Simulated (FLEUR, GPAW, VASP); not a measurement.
Sr: 3 runs at one level of theory

```
CELL_PARAMETERS angstrom
4.31000 0.00000 0.00000
-2.15500 3.73257 0.00000
0.00000 0.00000 22.05000
ATOMIC_POSITIONS crystal
Sr 0.33333 0.66667 0.34014
Sr 0.66667 0.33333 0.50000
Sr 0.33333 0.66667 0.65986
```

Alike in all runs: task single point; functional PBE; k mesh 7 × 7 × 1; occupations fermi-dirac, width 0.05 eV; no spin polarisation; no spin-orbit coupling.

```
                    program and potentials  plane-wave cutoff (eV)  notes  largest force (eV/Å)
                FLEUR, all-electron, FLAPW                       -      -                 0.110
         VASP, PBE PAW files Sr_sv, 520 eV                     520      -                 0.070
GPAW, GPAW PAW data sets (gpaw-data 1.2.1)                     450      -                 0.063
```

Force on atom 1 (Sr), eV/Å:

```csv
program and potentials,x,y,z
"FLEUR, all-electron, FLAPW",0.000,0.000,0.110
"VASP, PBE PAW files Sr_sv, 520 eV",0.000,0.000,0.070
"GPAW, GPAW PAW data sets (gpaw-data 1.2.1)",0.000,0.000,0.063
```

The functional is the same throughout but for its coding, so the spread measures potentials, basis and numerics; runs on potential files found faulty are left out.
